Raising the plane-wave cutoff of a calculation is often expected to bring every computed quantity steadily closer to its final value. A small change between two cutoffs should then mean that little error is left, a small force that the atoms sit nearly at rest, and a pressure close to its final value that the energy is close to its own. For hexagonal diamond, treated with PBEsol in one fixed cell, each of these three readings fails somewhere. The rows at 700, 350 and 600 eV show how.

Plane-wave DFT with GPAW 26.7.0, using PBEsol and PAW data sets generated for it, for hexagonal diamond in a fixed 4-atom cell, without spin polarisation, on a 9×9×5 k mesh with Fermi-Dirac smearing of 0.05 eV. The sweep value is the plane-wave cutoff in eV; energies are extrapolated to zero smearing, and gaps are taken on the k mesh.

```
sweep value  energy less tightest (meV/atom)  pressure (GPa)  gap (eV)  force miss (eV/Å)  largest force (eV/Å)  scf iterations
        300                            572.5          -55.89     3.045              0.028                 0.009               8
        350                            266.9          -34.16     3.096              0.040                 0.003               8
        400                            119.9          -19.39     3.077              0.011                 0.047               8
        500                             25.9           -4.66     3.136              0.002                 0.035               8
        600                             20.1           -2.97     3.138              0.000                 0.036               8
        700                             17.4           -3.44     3.139              0.000                 0.036               8
        800                             12.2           -3.71     3.138              0.000                 0.036               8
       1000                              2.9           -3.43     3.141              0.000                 0.036               8
       1200                              0.0           -3.12     3.141              0.000                 0.036               8
```

"Energy less tightest" is the energy above that of the 1200 eV run, and "force miss" is the error of the forces against the same run. That run is the best reference here, but it is not the limit of a complete basis. The self-consistent cycle gives no warning of any failure, since it ends after 8 iterations in every row. It finds the best density that the given waves can describe, and it cannot tell whether those waves suffice.

### 700 eV: a small step with a large remainder

Between 600 and 700 eV the energy falls by only 2.7 meV/atom. A user who stops when the last step is below 5 meV/atom would stop here. Yet another 17.4 meV/atom is still to come before 1200 eV, more than six times the step that looked so reassuring. The sign of failure is in the next row, where an equal rise in cutoff lowers the energy by 5.2 meV/atom, about twice as much as before.

That the energy falls at every step is expected. A higher cutoff adds waves and removes none, so the lowest energy can only go down, apart from small effects of the numerical grids. Nothing in this argument says that the steps must shrink in order. Their size depends on how much of the electrons' wavefunctions lies in the newly admitted range of short wavelengths.

In carbon that range matters because the 2p orbital is compact. There is no inner p shell to which it must be orthogonal, so it stays close to the nucleus and needs short waves even after the PAW method has smoothed it. Most of this demand is met by 500 eV, where 95% of the fall from 300 to 1200 eV is complete. The slow and uneven tail may come from sharper features of the PAW data, whose short-wave content can fade and return, but the runs do not test this.

### 350 eV: a small force that is wrong

The largest force at 350 eV is 0.003 eV/Å, the smallest in the table. Taken alone, it says that the structure is almost perfectly relaxed. The force miss in the same row is 0.040 eV/Å, the largest in the table. From 600 eV upward the largest force stays close to 0.036 eV/Å, so the given positions do carry a small real force, which the poor basis has hidden.

Symmetry shows what happened. Each atom lies on a threefold axis, so its force can point only up or down along the hexagonal axis. If the force at 350 eV had the correct direction, its miss would be 0.036 − 0.003 = 0.033 eV/Å; if it were reversed, the miss would be 0.036 + 0.003 = 0.039 eV/Å. The tabulated miss fits the second case, so the error has slightly more than cancelled the true force.

A force measures how the energy changes when an atom moves. Plane waves do not move with the atoms, and most of the energy error belongs to the region near each nucleus and travels with it. That part is the same before and after a small displacement and drops out of the force. This is why the force miss is only 0.002 eV/Å at 500 eV, although the energy there is still 25.9 meV/atom too high. At 350 eV the cancellation is not yet good enough, and only comparison with a tighter run reveals it.

The gap profits from a similar cancellation, because it is a difference between filled and empty levels that share part of the basis error. From 500 eV upward it lies within 5 meV of its value at 1200 eV. This settles the gap on this k mesh only. The mesh can miss the band edges, and the usual underestimate of gaps by PBEsol is untouched by any cutoff.

### 600 eV: a good pressure beside a poor energy

The pressure at 600 eV differs from that at 1200 eV by only 0.15 GPa, while the energy is still 20.1 meV/atom too high. At 800 eV the energy is better, yet the pressure is worse, 0.59 GPa below the reference. At 300 eV it reads −55.89 GPa, as if the crystal were under enormous tension. The cell is the same in all rows, so a pressure that changes with the cutoff must contain a false part.

A particle in a one-dimensional box with a narrow well inside shows where it comes from. Suppose its wavefunction is built from a fixed number of sine waves. When the box is stretched, all the waves stretch with it, and the shortest one no longer resolves the well as finely. This loss pushes the energy up, whatever else the stretching does, and so it adds a false inward pull. The analogy covers only this loss of resolution; it has no chemical bonds and no real pressure of a crystal.

In the crystal, too, the pressure is evaluated with a fixed number of plane waves. That number is proportional to V·E_c^(3/2), where V is the volume and E_c the cutoff. Keeping it fixed while the volume grows therefore lowers the effective cutoff as V^(−2/3). The pressure is minus the change of energy with volume, so it gains an extra term, the Pulay stress:

P_Pulay = (2/3) · (1/V) · dE/d(ln E_c)

Here E and V are both taken per atom. Since the energy falls with rising cutoff, the term is negative and pulls the cell inward.

The step from 700 to 800 eV serves as an example. The energy changes by −0.0052 eV per atom, ln(800/700) is 0.134, and the volume is 5.67 Å³ per atom. The formula gives −0.0046 eV/Å³, or −0.73 GPa. The mean of the two tabulated pressures is −3.58 GPa, which leaves about −2.8 GPa once the false part is removed.

No constant was fitted, and the output printed after this text repeats the estimate for every step. If the basis error at a fixed cutoff is the same at every volume, the remainder should not depend on the cutoff. For the five steps above 500 eV it stays between −2.8 and −3.2 GPa. The remainders still spread over 0.43 GPa, against 0.61 GPa for the uncorrected means of the same steps, so the correction helps but is not exact. The dip in pressure at 800 eV fits the same basis error that appears in the energy as a renewed fall. The remainder belongs mostly to the cell itself, which is somewhat larger than PBEsol would choose.

The estimate is less complete at low cutoffs. For the step from 300 to 350 eV it gives −37 GPa and leaves a remainder of −7.7 GPa, well away from the later values. Averaging two pressures on a bent curve accounts for only a small part of the excess. More likely, the basis error at a fixed cutoff is no longer the same at every volume when the basis is so small, though no run at a second volume tests this.

### Height, slope and difference

The three failures have one origin, an incomplete description of the electrons near the nuclei, seen in different ways. The total energy contains the full height of the error. The pressure responds to its slope against the cutoff, so it can look right wherever the energy curve is shallow, even high above its end. Forces and gaps contain only what survives a subtraction, so they settle early, but a force can pass close to zero by accident on the way.

This decides what a cutoff test must compare. To stay within 10 meV/atom of the reference energy, 1000 eV is needed among the tested values, whereas 500 eV suffices for forces within 5 meV/Å. A cell relaxed at 350 eV with the uncorrected pressure would shrink too far, however small its forces. For a slightly compressed or stretched cell of the same crystal the same order should hold: forces and gap first, total energy last, and a false inward pull wherever the energy still falls steeply with the cutoff.

Output of the analysis:

```
Steps from the row above to this row:
   row  energy change meV/atom  change per 100 eV of cutoff  mean pressure GPa  Pulay estimate GPa  mean less estimate GPa
   350                  -305.6                       -611.2             -45.02              -37.35                  -7.679
   400                    -147                         -294             -26.77              -20.74                  -6.037
   500                     -94                          -94             -12.03              -7.936                  -4.089
   600                    -5.8                         -5.8             -3.815             -0.5993                  -3.216
   700                    -2.7                         -2.7             -3.205               -0.33                  -2.875
   800                    -5.2                         -5.2             -3.575             -0.7336                  -2.841
  1000                    -9.3                        -4.65              -3.57             -0.7851                  -2.785
  1200                    -2.9                        -1.45             -3.275             -0.2996                  -2.975
Energy still to fall at 700 eV down to the 1200 value (meV/atom): 17.4
That remainder divided by the last step 600 to 700: 6.444
Share of the fall from 300 to 1200 that is done by 500 eV (percent): 95.48
Pressure at 300 less that at 1200 (GPa): -52.77
Pressure at 600 less that at 1200 (GPa): 0.15
Pressure at 800 less that at 1200 (GPa): -0.59
Lowest corrected pressure, steps ending at 600 or above (GPa): -3.216
Highest corrected pressure, steps ending at 600 or above (GPa): -2.785
Force miss expected at 300 if the force keeps its direction (eV/A): 0.027
Force miss expected at 300 if the force is reversed (eV/A): 0.045
Force miss expected at 350 if the force keeps its direction (eV/A): 0.033
Force miss expected at 350 if the force is reversed (eV/A): 0.039
Gap at 300 less that at 1200 (meV): -96
Gap at 400 less that at 350 (meV): -19
Gap at 500 less that at 1200 (meV): -5
```
